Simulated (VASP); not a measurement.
# Li (Im-3m) in VASP: notebook, part 2 of 2

VASP 6.6.1.

## (5) Single point, PBE

This run uses another cell than the first one: it holds 9 atoms, not 1.

INCAR

```
SYSTEM = Li
PREC     = Accurate       ! precision mode
ENCUT    = 520            ! plane-wave cutoff, eV
EDIFF    = 1E-6           ! SCF threshold, eV
ISMEAR   = 0              ! smearing method
SIGMA    = 0.05           ! smearing width, eV
LREAL    = .FALSE.        ! projectors in reciprocal space
LASPH    = .TRUE.         ! aspherical terms in the spheres
NELM     = 60             ! most SCF steps
ALGO     = Fast           ! electronic algorithm
ISIF     = 2              ! what is computed and relaxed
LWAVE    = .FALSE.        ! write WAVECAR
LCHARG   = .FALSE.        ! write CHGCAR
GGA      = PE             ! functional
NBANDS   = 24             ! bands
```

KPOINTS

```
regular mesh
0
G
  1 1 11
  0 0 0
```

POSCAR

```
Li
1.0
   16.0000000000      0.0000000000      0.0000000000
    0.0000000000     14.2000000000      0.0000000000
    0.0000000000      0.0000000000      3.0892878162
Li
9
Direct
    0.3796778182      0.3321402040      0.0610281358
    0.3796778182      0.6678597960      0.0610281358
    0.2887430393      0.5000000000      0.6863483215
    0.6014274338      0.5000000000     -0.0784538696
    0.5482051542      0.3246255135      0.5978267535
    0.5482051542      0.6753744865      0.5978267535
    0.4466083535      0.5000000000      0.3910082990
    0.7193971942      0.3921404638      0.3416937353
    0.7193971942      0.6078595362      0.3416937353
```

Potentials or basis: VASP PAW PBE potentials, release 64 (Li_sv).

Started as:

```
$ cat potpaw_PBE.64/Li_sv/POTCAR > POTCAR
$ mpirun -np 1 vasp_std > vasp.out
```

OUTCAR:

```text
SYSTEM = Li
   PREC = Accurate
   ENCUT = 520
   EDIFF = 1E-6
   ISMEAR = 0
   LREAL = .FALSE.
   LASPH = .TRUE.
   NELM = 60
   ISIF = 2
   GGA = PE

 ion  position               nearest neighbor table
   1  0.380  0.332  0.061-
   2  0.380  0.668  0.061-
   3  0.289  0.500  0.686-
   4  0.601  0.500  0.922-
   5  0.548  0.325  0.598-
   6  0.548  0.675  0.598-
   7  0.447  0.500  0.391-
   8  0.719  0.392  0.342-
   9  0.719  0.608  0.342-

  LATTYP: Found a simple orthorhombic cell.
 ALAT       =     3.0892878162
 B/A-ratio  =     4.5965286645
 C/A-ratio  =     5.1791872276

  Lattice vectors:

 A1 = (   0.0000000000,   0.0000000000,  -3.0892878162)
 A2 = (   0.0000000000,  14.2000000000,   0.0000000000)
 A3 = (  16.0000000000,   0.0000000000,   0.0000000000)

Analysis of symmetry for initial positions (statically):
=====================================================================
 Subroutine PRICEL returns:
 Original cell was already a primitive cell.

 Routine SETGRP: Setting up the symmetry group for a
 simple orthorhombic supercell.

 Subroutine GETGRP returns: Found  2 space group operations
 (whereof  2 operations were pure point group operations)
 out of a pool of  8 trial point group operations.

The static configuration has the point symmetry C_1h.

Analysis of symmetry for dynamics (positions and initial velocities):
=====================================================================
 Subroutine PRICEL returns:
[... 122 lines left out ...]
   IMIX   =      4    mixing-type and parameters
     AMIX     =   0.40;   BMIX     =  1.00
     AMIX_MAG =   1.60;   BMIX_MAG =  1.00
  volume/ion in A,a.u.               =      77.99       526.28
  Fermi-wavevector in a.u.,A,eV,Ry     =   0.552638  1.044334  4.155334  0.305408
  Thomas-Fermi vector in A             =   1.585164
   LORBIT       =      0    0 simple, 1 ext, 2 COOP (PROOUT), +10 PAW based schemes
   GGA     = PE    functional components
   LHFCALC =     F    Hartree Fock is set to
   AEXX    =    0.0000 exact exchange contribution
   IVDW    =     0    specifies the selected vdW correction
   LEPSILON=     F    determine dielectric tensor
   LRPA    =     F    only Hartree local field effects (RPA)
 non-spin polarized calculation
 RMM-DIIS sequential band-by-band and
 Gauss-broadening in eV      SIGMA  =   0.05
  energy-cutoff  :      520.00
  volume of cell :      701.89
 maximum number of plane-waves:     18942
 NGX is ok and might be reduce to   120

 number of electron      26.9999991 magnetization

 Free energy of the ion-electron system (eV)
  ---------------------------------------------------
  ext. energy  EPLUGINS =         0.00000000
  ---------------------------------------------------
  free energy    TOTEN  =       -14.35159644 eV

  energy without entropy =      -14.34468674  energy(sigma->0) =      -14.34814159

 E-fermi :  -1.7499     XC(G=0):  -3.0073

 val. band max:       -1.7621097270   @ k =   0.0000   0.0000   0.1818
 cond. band min:      -1.7224117046   @ k =   0.0000   0.0000   0.0000
 fundamental gap:      0.0396980224
 Fermi energy:        -1.7498755751

 k-point     1 :       0.0000    0.0000    0.0000
  band No.  band energies     occupation
      1     -49.2340      2.00000
      2     -49.2311      2.00000
      3     -49.1626      2.00000
      4     -49.0472      2.00000
      5     -49.0472      2.00000
      6     -48.9353      2.00000
[... 151 lines left out ...]
     23       1.7796      0.00000
     24       1.9802      0.00000

------------------------ aborting loop because EDIFF is reached ----------------------------------------

  FORCE on cell =-STRESS in cart. coord.  units (eV):
  Direction    XX          YY          ZZ          XY          YZ          ZX
  --------------------------------------------------------------------------------------
  -------------------------------------------------------------------------------------
  Total       -0.1459604     -0.2754666     -0.1020771      0.0000000      0.0000000      0.0045926
  in kB       -0.3331800     -0.6288005     -0.2330087      0.0000000      0.0000000      0.0104833
  external PRESSURE =      -0.3983298 kB  Pullay stress =       0.0000000 kB

 VOLUME and BASIS-vectors are now :
 -----------------------------------------------------------------------------
  energy-cutoff  :      520.00
  volume of cell :      701.89
      direct lattice vectors                 reciprocal lattice vectors
    16.000000000  0.000000000  0.000000000     0.062500000  0.000000000  0.000000000
     0.000000000 14.200000000  0.000000000     0.000000000  0.070422535  0.000000000
     0.000000000  0.000000000  3.089287816     0.000000000  0.000000000  0.323699202

 POSITION                                       TOTAL-FORCE (eV/Angst)
 -----------------------------------------------------------------------------------
      6.07485      4.71639      0.18853        -0.003828      0.003476      0.000684
      6.07485      9.48361      0.18853        -0.003828     -0.003476      0.000684
      4.61989      7.10000      2.12033        -0.007723      0.000000     -0.001849
      9.62284      7.10000      2.84692         0.002494      0.000000     -0.004816
      8.77128      4.60968      1.84686         0.002922      0.002284      0.000537
      8.77128      9.59032      1.84686         0.002922     -0.002284      0.000537
      7.14573      7.10000      1.20794         0.005513      0.000000      0.002093
     11.51036      5.56839      1.05559         0.000765     -0.002870      0.001066
     11.51036      8.63161      1.05559         0.000765      0.002870      0.001066
 -----------------------------------------------------------------------------------
    total drift:                               -0.001333      0.000000      0.001108

  FREE ENERGIE OF THE ION-ELECTRON SYSTEM (eV)
  ---------------------------------------------------
  free  energy   TOTEN  =       -14.3515964440 eV

  energy  without entropy=      -14.3446867408  energy(sigma->0) =      -14.34814159
```

Run time: 6.9 min. Hardware: 1 thread of Intel Xeon Platinum 8559C (Emerald Rapids), shared host; peak memory 0.64 GiB.

What came out:

```yaml
Free_energy: -14.3516 eV
Largest_force: 0.008 eV/Å
Band_gap_on_the_k_mesh: none (metal or under the smearing width)
```

Forces in eV/Å, atoms in the order of the input:
```
Li  -0.004  0.003  0.001
Li  -0.004 -0.003  0.001
Li  -0.008  0.000 -0.002
Li   0.002  0.000 -0.005
Li   0.003  0.002  0.001
Li   0.003 -0.002  0.001
Li   0.006  0.000  0.002
Li   0.001 -0.003  0.001
Li   0.001  0.003  0.001
```

Caveat: the cutoff is under 1.25 times the usual one of these potentials, so pressure, stress and relaxed cells hold a basis-set (Pulay) error.

## (6) Single point, PBE

This run uses another cell than the first one: it holds 9 atoms, not 1.

INCAR

```
SYSTEM = Li
  PREC = Accurate
  ENCUT = 520
  EDIFF = 1E-6
  ISMEAR = 0
  SIGMA = 0.05
  LREAL = .False.
  LASPH = .True.
  NELM = 100
  ALGO = Normal
  ISIF = 2
  LWAVE = .False.
  LCHARG = .True.
  GGA = PE
  LELF = .True.
  LVHAR = .True.
  NBANDS = 24
```

KPOINTS

```
Automatic mesh
0
Gamma
  1 1 11
  0 0 0
```

POSCAR

```
Li
1.0
   16.0000000000      0.0000000000      0.0000000000
    0.0000000000     14.2000000000      0.0000000000
    0.0000000000      0.0000000000      2.9718659412
Li
9
Direct
    0.3686608400      0.3291184239      0.0000000000
    0.3686608400      0.6708815761      0.0000000000
    0.2811014000      0.5000000000      0.6666666667
    0.6313391600      0.5000000000      0.0000000000
    0.5437797200      0.3291184239      0.6666666667
    0.5437797200      0.6708815761      0.6666666667
    0.4562202800      0.5000000000      0.3333333333
    0.7188986000      0.3291184239      0.3333333333
    0.7188986000      0.6708815761      0.3333333333
```

Potentials or basis: VASP PAW PBE potentials, release 64 (Li_sv).

Started as:

```
$ cat potpaw_PBE.64/Li_sv/POTCAR > POTCAR
$ mpirun -np 1 vasp_std > vasp.out
```

Wall time 2.4 min (1 thread of Intel Xeon Platinum 8559C (Emerald Rapids), shared host); peak memory 0.59 GiB.

The run converged. Its results:

```
Free energy            : -14.1265 eV
Largest force          : 0.112 eV/Å
Band gap on the k mesh : none (metal or under the smearing width)
```

Forces on the atoms (eV/Å):
```
Li   0.065  0.056  0.056
Li   0.065 -0.056  0.056
Li   0.068  0.000 -0.059
Li  -0.020  0.000 -0.055
Li   0.045  0.037  0.002
Li   0.045 -0.037  0.002
Li  -0.112  0.000 -0.003
Li  -0.078  0.068  0.000
Li  -0.078 -0.068  0.000
```

Levels at points of the mesh, in eV from the Fermi level:
| k point | band 10 | band 11 | band 12 | band 13 | band 14 | band 15 | band 16 | band 17 | band 18 | band 19 |
| --- | --- | --- | --- | --- | --- | --- | --- | --- | --- | --- |
| (0.00, 0.00, 0.00) | -3.12 | -2.37 | -2.12 | -1.36 | -1.17 | -0.52 | -0.10 | 0.08 | 0.24 | 0.43 |

Caveat: the cutoff is under 1.25 times the usual one of these potentials, so pressure, stress and relaxed cells hold a basis-set (Pulay) error.

## (7) Overview

```tsv
task	cell	k mesh	cutoff (eV)	smearing	gap on the mesh (eV)	largest force (eV/Å)
single point	Im-3m, 20.21 Å³/atom	16 × 16 × 16	520	gaussian 0.1 eV	none	-
relaxation of cell and atoms	relaxed	16 × 16 × 16	600	gaussian 0.1 eV	none	-
single point	Im-3m, 21.61 Å³/atom	8 × 8 × 8	520	gaussian 0.1 eV	none	-
single point	Pm, 77.99 Å³/atom	1 × 1 × 11	520	gaussian 0.05 eV	none	0.01
single point	Pm, 75.02 Å³/atom	1 × 1 × 11	520	gaussian 0.05 eV	none	0.11
```

Alike in all rows: level PBE; potentials or basis VASP PAW PBE potentials, release 64 (Li_sv); no spin polarisation.

Every run on the cell as given and a fine mesh finds a metal.

Caveats: the cutoff is under 1.25 times the usual one of these potentials, so pressure, stress and relaxed cells hold a basis-set (Pulay) error.

Absolute energies hang on the potentials; compare differences alone.
